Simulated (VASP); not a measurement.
# BeS (I4/mmm) in VASP: notebook

Aim: see how the results for BeS move with the level of theory and the settings. Levels: HSE06, r2SCAN. Tasks: single point.

Everything below comes from runs of VASP 6.6.1. Logs are shortened: lines on timing, memory, paths and dates and some standing lists are left out, and cuts for length are marked.

### 1 The cell of the first run

It takes space group I4/mmm (No. 139, tetragonal). The conventional cell has a = 3.277 Å, b = 3.277 Å, c = 4.488 Å, α = 90.00°, β = 90.00°, γ = 90.00°. Be (site symmetry 4/mmm) has 6 S at 2.24 to 2.32 Å as nearest neighbours. S (site symmetry 4/mmm) has 6 Be at 2.24 to 2.32 Å as nearest neighbours.

The cell was built by a generator and needn't be a form met in nature.

### 2 Single point, HSE06 (uniaxial_z strain -3.2%)

POSCAR reads:

```
BeS
1.0
    0.0000000000      2.3172971969      2.2440706055
    2.3172971969      0.0000000000      2.2440706055
    2.3172971969      2.3172971969      0.0000000000
Be S
1 1
Direct
    0.0000000000      0.0000000000      0.0000000000
    0.5000000000      0.5000000000      0.5000000000
```

INCAR.step1 reads:

```
ALGO = Normal ; EDIFF = 1E-5
ENCUT = 520 ; GGA = PE
ISIF = 2 ; ISMEAR = 0
LASPH = T ; LCHARG = F
LREAL = F ; LWAVE = T
NBANDS = 11 ; NELM = 100
PREC = Accurate ; SIGMA = 0.01
```

INCAR.step2 reads:

```
ALGO = Normal ; EDIFF = 1E-6
ENCUT = 520 ; GGA = PE
HFSCREEN = 0.2079 ; ISIF = 2
ISMEAR = 0 ; ISTART = 1
LASPH = T ; LCHARG = F
LHFCALC = T ; LREAL = F
LWAVE = F ; NBANDS = 11
NELM = 100 ; PREC = Accurate
PRECFOCK = Normal ; SIGMA = 0.01
```

KPOINTS reads:

```
k-points
0
Gamma
  6 6 6
```

Potentials or basis: VASP PAW PBE potentials, release 64 (Be, S).

Started as:

```sh
cat potpaw_PBE.64/Be/POTCAR potpaw_PBE.64/S/POTCAR > POTCAR
cp INCAR.step1 INCAR
mpirun -np 1 vasp_std > vasp.out
cp INCAR.step2 INCAR
mpirun -np 1 vasp_std > vasp.out
```

OUTCAR:

```text
EDIFF = 1E-6
   ENCUT = 520
   GGA = PE
   HFSCREEN = 0.2079
   ISIF = 2
   ISMEAR = 0
   ISTART = 1
   LASPH = T
   LHFCALC = T
   LREAL = F
   NELM = 100
   PREC = Accurate
   PRECFOCK = Normal

 ion  position               nearest neighbor table
   1  0.000  0.000  0.000-   2 2.24   2 2.24   2 2.32   2 2.32   2 2.32   2 2.32
   2  0.500  0.500  0.500-   1 2.24   1 2.24   1 2.32   1 2.32   1 2.32   1 2.32

  LATTYP: Found a body centered tetragonal cell.
 ALAT       =     3.2771531239
 C/A-ratio  =     1.3695244138

  Lattice vectors:

 A1 = (   0.0000000000,  -2.3172971969,  -2.2440706055)
 A2 = (   0.0000000000,   2.3172971969,  -2.2440706055)
 A3 = (   2.3172971969,   0.0000000000,   2.2440706055)

Analysis of symmetry for initial positions (statically):
=====================================================================
 Subroutine PRICEL returns:
 Original cell was already a primitive cell.

 Routine SETGRP: Setting up the symmetry group for a
 body centered tetragonal supercell.

 Subroutine GETGRP returns: Found 16 space group operations
 (whereof 16 operations were pure point group operations)
 out of a pool of 16 trial point group operations.

The static configuration has the point symmetry D_4h.

Analysis of symmetry for dynamics (positions and initial velocities):
=====================================================================
 Subroutine PRICEL returns:
 Original cell was already a primitive cell.

 Routine SETGRP: Setting up the symmetry group for a
 body centered tetragonal supercell.

 Subroutine GETGRP returns: Found 16 space group operations
 (whereof 16 operations were pure point group operations)
 out of a pool of 16 trial point group operations.

The dynamic configuration has the point symmetry D_4h.

 Subroutine INISYM returns: Found 16 space group operations
 (whereof 16 operations are pure point group operations),
 and found     1 'primitive' translations

----------------------------------------------------------------------------------------

                                     Primitive cell

  volume of cell :      24.1007

  direct lattice vectors                    reciprocal lattice vectors
     0.000000000  2.317297197  2.244070606    -0.215768612  0.215768612  0.222809389
     2.317297197  0.000000000  2.244070606     0.215768612 -0.215768612  0.222809389
     2.317297197  2.317297197  0.000000000     0.215768612  0.215768612 -0.222809389

  length of vectors
     3.225789699  3.225789699  3.277153124     0.377830930  0.377830930  0.377830930

  position of ions in fractional coordinates (direct lattice)
     0.000000000  0.000000000  0.000000000
     0.500000000  0.500000000  0.500000000

  ion indices of the primitive-cell ions
   primitive index   ion index
                 1           1
                 2           2

----------------------------------------------------------------------------------------

 KPOINTS: k-points

Automatic generation of k-mesh.
 Grid dimensions read from file:
 generate k-points for:    6    6    6

 Generating k-lattice:

  Cartesian coordinates                     Fractional coordinates (reciprocal lattice)
    -0.035961435  0.035961435  0.037134898     0.166666667  0.000000000  0.000000000
     0.035961435 -0.035961435  0.037134898     0.000000000  0.166666667  0.000000000
     0.035961435  0.035961435 -0.037134898     0.000000000  0.000000000  0.166666667

  Length of vectors
     0.062971822  0.062971822  0.062971822

  Shift w.r.t. Gamma in fractional coordinates (k-lattice)
     0.000000000  0.000000000  0.000000000

 Subroutine IBZKPT returns following result:
 ===========================================

 Found     30 irreducible k-points:

 Following reciprocal coordinates:
            Coordinates               Weight
  0.000000  0.000000  0.000000      1.000000
  0.166667  0.000000  0.000000      8.000000
  0.333333  0.000000  0.000000      8.000000
  0.500000  0.000000  0.000000      4.000000
  0.166667  0.166667  0.000000      2.000000
  0.333333  0.166667  0.000000      8.000000
[... 16 lines left out ...]
  0.333333  0.000000  0.333333      4.000000
  0.500000  0.000000  0.333333     16.000000
 [... further k-points ...]
   k-points           NKPTS =     30   k-points in BZ     NKDIM =    216   number of bands    NBANDS=     11
   number of dos      NEDOS =    301   number of ions     NIONS =      2
   total plane-waves  NPLWV =  13824
   dimension x,y,z NGX =    24 NGY =   24 NGZ =   24
   dimension x,y,z NGXF=    48 NGYF=   48 NGZF=   48
   ions per type =               1   1
   NGX,Y,Z   is equivalent  to a cutoff of  12.37, 12.37, 12.17 a.u.
   NGXF,Y,Z  is equivalent  to a cutoff of  24.74, 24.74, 24.35 a.u.
 SYSTEM =  unknown system
   PREC   = accura    normal or accurate (medium, high low for compatibility)
   ISTART =      1    job   : 0-new  1-cont  2-samecut
   ICHARG =      0    charge: 1-file 2-atom 10-const
   ISPIN  =      1    spin polarized calculation?
   LNONCOLLINEAR =      F non collinear calculations
   LSORBIT =      F    spin-orbit coupling
   LASPH  =      T    aspherical Exc in radial PAW
   ENCUT  =  520.0 eV  38.22 Ry    6.18 a.u.   6.00  6.00  6.09*2*pi/ulx,y,z
   NELM   =    100;   NELMIN=  2; NELMDL=  0     # of ELM steps
   EDIFF  = 0.1E-05   stopping-criterion for ELM
   LREAL  =      F    real-space projection
   EDIFFG = 0.1E-04   stopping-criterion for IOM
   NSW    =      0    number of steps for IOM
   IBRION =     -1    ionic relax: 0-MD 1-quasi-New 2-CG
   NFREE  =      0    steps in history (QN), initial steepest desc. (CG)
   ISIF   =      2    stress and relaxation
   ISYM   =      3    0-nonsym 1-usesym 2-fastsym
   POTIM  = 0.5000    time-step for ionic-motion
   TEBEG  =    0.0;   TEEND  =   0.0 temperature during run
   PSTRESS=    0.0 pullay stress
   NELECT =       8.0000    total number of electrons
   NUPDOWN=      -1.0000    fix difference up-down
   EMIN   =  10.00;   EMAX   =-10.00  energy-range for DOS
   EFERMI =   0.00;   METHOD = LEGACY
   ISMEAR =     0;   SIGMA  =   0.01  broadening in eV -4-tet -1-fermi 0-gaus
   EFERMI_NEDOS =   21; number of points for ismear=-14 and -15
   IALGO  =     38    algorithm
   IMIX   =      1    mixing-type and parameters
     AMIX     =   0.40;   BMIX     =  1.00
     AMIX_MAG =   1.60;   BMIX_MAG =  1.00
  volume/ion in A,a.u.               =      12.05        81.32
  Fermi-wavevector in a.u.,A,eV,Ry     =   1.133517  2.142037 17.481603  1.284862
  Thomas-Fermi vector in A             =   2.270220
   LORBIT       =      0    0 simple, 1 ext, 2 COOP (PROOUT), +10 PAW based schemes
   GGA     = PE    functional components
   LHFCALC =     T    Hartree Fock is set to
   PRECFOCK=normal    Normal, Fast or Accurate (Low or Medium for compatibility)
   ENCUT4O =  -1.0   cutoff for four orbital integrals eV
   NKREDX  =     1    reduce k-point grid by
   NKREDY  =     1    reduce k-point grid by
   NKREDZ  =     1    reduce k-point grid by
   AEXX    =    0.2500 exact exchange contribution
   HFSCREEN=    0.2079 screening length (either q_TF or 0.3 A-1)
   HFSCREENC=   0.2079 screening length for correlation (either q_TF or 0.3 A-1)
   ENCUTFOCK=  -1.0 apply spherical cutoff to Coloumb kernel
   IVDW    =     0    specifies the selected vdW correction
   LEPSILON=     F    determine dielectric tensor
   LRPA    =     F    only Hartree local field effects (RPA)
 non-spin polarized calculation
 Gauss-broadening in eV      SIGMA  =   0.01
  energy-cutoff  :      520.00
  volume of cell :       24.10
 maximum number of plane-waves:       668
  NGX = 18; NGY = 18; NGZ = 20

 number of electron       8.0000001 magnetization

 Free energy of the ion-electron system (eV)
  ---------------------------------------------------
  ext. energy  EPLUGINS =         0.00000000
  ---------------------------------------------------
  free energy    TOTEN  =       -10.16232988 eV

  energy without entropy =      -10.16232988  energy(sigma->0) =      -10.16232988

 E-fermi :   6.5551     XC(G=0):  -8.8705

 val. band max:        6.4670073391   @ k =  -0.1667   0.0000   0.1667
 cond. band min:       7.9946344451   @ k =   0.5000   0.5000   0.0000
 fundamental gap:      1.5276271060
 Fermi energy:         6.5550725782

 k-point     1 :       0.0000    0.0000    0.0000
  band No.  band energies     occupation
      1     -10.4735      2.00000
      2       5.8335      2.00000
      3       6.2855      2.00000
      4       6.2855      2.00000
      5      13.3100      0.00000
      6      16.2515      0.00000
      7      16.2515      0.00000
      8      16.6589      0.00000
      9      17.2939      0.00000
     10      17.2939      0.00000
     11      18.5430      0.00000

 k-point     2 :       0.1667    0.0000    0.0000
  band No.  band energies     occupation
      1     -10.0136      2.00000
      2       3.7322      2.00000
      3       5.9546      2.00000
      4       6.1055      2.00000
      5      13.4472      0.00000
      6      14.4592      0.00000
      7      15.0203      0.00000
      8      16.6871      0.00000
      9      17.6476      0.00000
     10      17.7590      0.00000
     11      18.3511      0.00000

 k-point     3 :       0.3333    0.0000    0.0000
  band No.  band energies     occupation
      1      -8.7994      2.00000
      2       0.0995      2.00000
      3       5.8577      2.00000
      4       5.9408      2.00000
      5      12.0092      0.00000
      6      12.0914      0.00000
      7      12.6409      0.00000
      8      18.2846      0.00000
      9      20.3948      0.00000
     10      20.7044      0.00000
     11      20.8172      0.00000
[... 267 lines left out ...]
 k-point    23 :       0.3333    0.0000    0.3333
  band No.  band energies     occupation
      1      -8.1950      2.00000
      2       1.0980      2.00000
      3       3.2595      2.00000
      4       3.8001      2.00000
      5       9.2303      0.00000
      6      12.3228      0.00000
      7      18.3673      0.00000
      8      19.2975      0.00000
      9      19.6405      0.00000
     10      22.3213      0.00000
     11      24.8022      0.00000

 k-point    24 :       0.5000    0.0000    0.3333
  band No.  band energies     occupation
      1      -7.1415      2.00000
      2      -0.4402      2.00000
      3       1.8705      2.00000
      4       3.4733      2.00000
      5       9.3767      0.00000
      6      13.5007      0.00000
      7      17.1315      0.00000
      8      18.9705      0.00000
      9      20.8948      0.00000
     10      24.9705      0.00000
     11      25.6759      0.00000

 [... further k-points ...]
[... 5 lines left out ...]
  --------------------------------------------------------------------------------------
  -------------------------------------------------------------------------------------
  Total        0.0958369      0.0958369      0.6885718      0.0000000      0.0000000      0.0000000
  in kB        6.3710851      6.3710851     45.7751551      0.0000000      0.0000000      0.0000000
  external PRESSURE =      19.5057751 kB  Pullay stress =       0.0000000 kB

 VOLUME and BASIS-vectors are now :
 -----------------------------------------------------------------------------
  energy-cutoff  :      520.00
  volume of cell :       24.10
      direct lattice vectors                 reciprocal lattice vectors
     0.000000000  2.317297197  2.244070606    -0.215768612  0.215768612  0.222809389
     2.317297197  0.000000000  2.244070606     0.215768612 -0.215768612  0.222809389
     2.317297197  2.317297197  0.000000000     0.215768612  0.215768612 -0.222809389

 POSITION                                       TOTAL-FORCE (eV/Angst)
 -----------------------------------------------------------------------------------
      0.00000      0.00000      0.00000         0.000000      0.000000      0.000000
      2.31730      2.31730      2.24407         0.000000      0.000000      0.000000
 -----------------------------------------------------------------------------------
    total drift:                                0.000000     -0.000000      0.000002

  FREE ENERGIE OF THE ION-ELECTRON SYSTEM (eV)
  ---------------------------------------------------
  free  energy   TOTEN  =       -10.1623298818 eV

  energy  without entropy=      -10.1623298818  energy(sigma->0) =      -10.16232988
```

It took 7.2 min on 1 thread of Intel Xeon 6975P-C (Granite Rapids), shared host; peak memory 0.23 GiB.

Results:

| Quantity | Value |
| --- | --- |
| Free energy | -10.1623 eV |
| Pressure | 2.0 GPa |
| Band gap on the k mesh | 1.53 eV, indirect (least direct gap 5.16 eV) |

Levels at points of the mesh, in eV from the valence-band top:
| k point | band 1 | band 2 | band 3 | band 4 | band 5 | band 6 | band 7 | band 8 |
| --- | --- | --- | --- | --- | --- | --- | --- | --- |
| (0.00, 0.00, 0.00) | -16.94 | -0.63 | -0.18 | -0.18 | 6.84 | 9.78 | 9.78 | 10.19 |
| (0.50, 0.00, 0.00) | -14.34 | -8.22 | -0.68 | -0.47 | 4.75 | 4.80 | 5.42 | 11.94 |
| (0.50, 0.50, 0.00) | -12.92 | -7.69 | -3.75 | -3.75 | 1.53 | 4.94 | 13.55 | 13.55 |
| (0.50, 0.00, 0.50) | -13.21 | -7.72 | -3.80 | -3.25 | 1.90 | 5.12 | 13.13 | 14.46 |

Caveat: the PAW data sets were made with another functional, which shifts forces and pressure a little. A k mesh can miss the band edges.

### 3 Single point, r2SCAN (uniaxial_z strain -3.2%)

POSCAR is that of step 2.

INCAR.step1 reads:

```
PREC = Accurate
ENCUT = 520
ISMEAR = 0
SIGMA = 0.01
LREAL = False
LASPH = True
NELM = 100
NBANDS = 11
GGA = PE
ALGO = Normal
EDIFF = 1E-4
LWAVE = True
LCHARG = False
```

INCAR.step2 reads:

```
PREC = Accurate
ENCUT = 520
EDIFF = 1E-6
ISMEAR = 0
SIGMA = 0.01
LREAL = False
LASPH = True
NELM = 100
ALGO = Normal
ISIF = 2
LWAVE = False
LCHARG = False
METAGGA = R2SCAN
LMIXTAU = True
NBANDS = 11
ISTART = 1
```

KPOINTS reads:

```
regular mesh
0
Gamma
  10 10 10
```

Potentials or basis: VASP PAW PBE potentials, release 64 (Be, S).

Started as:

```sh
cat potpaw_PBE.64/Be/POTCAR potpaw_PBE.64/S/POTCAR > POTCAR
cp INCAR.step1 INCAR
mpirun -np 1 vasp_std > vasp.out
cp INCAR.step2 INCAR
mpirun -np 1 vasp_std > vasp.out
```

It took 30 s on 1 thread of Intel Xeon 6975P-C (Granite Rapids), shared host; peak memory 0.14 GiB.

The run converged. Its results:

| Quantity | Value |
| --- | --- |
| Free energy | -13.5375 eV |
| Pressure | 3.9 GPa |
| Band gap on the k mesh | 1.11 eV, indirect (least direct gap 4.55 eV) |

Stress tensor (GPa, compression positive):
```
2.61 0.00 0.00
0.00 2.61 0.00
0.00 0.00 6.48
```

Levels at points of the mesh, in eV from the valence-band top:
```csv
k point,band 1,band 2,band 3,band 4,band 5,band 6,band 7,band 8
"(0.00, 0.00, 0.00)",-16.06,-0.58,-0.15,-0.15,6.59,9.19,9.19,9.61
"(0.50, 0.00, 0.00)",-13.58,-7.71,-0.68,-0.48,4.29,4.38,5.05,11.52
"(0.50, 0.50, 0.00)",-12.24,-7.23,-3.55,-3.55,1.11,4.59,13.13,13.13
"(0.50, 0.00, 0.50)",-12.52,-7.24,-3.60,-3.07,1.48,4.75,12.70,14.02
```

Caveat: the PAW data sets were made with another functional, which shifts forces and pressure a little. A k mesh can miss the band edges.
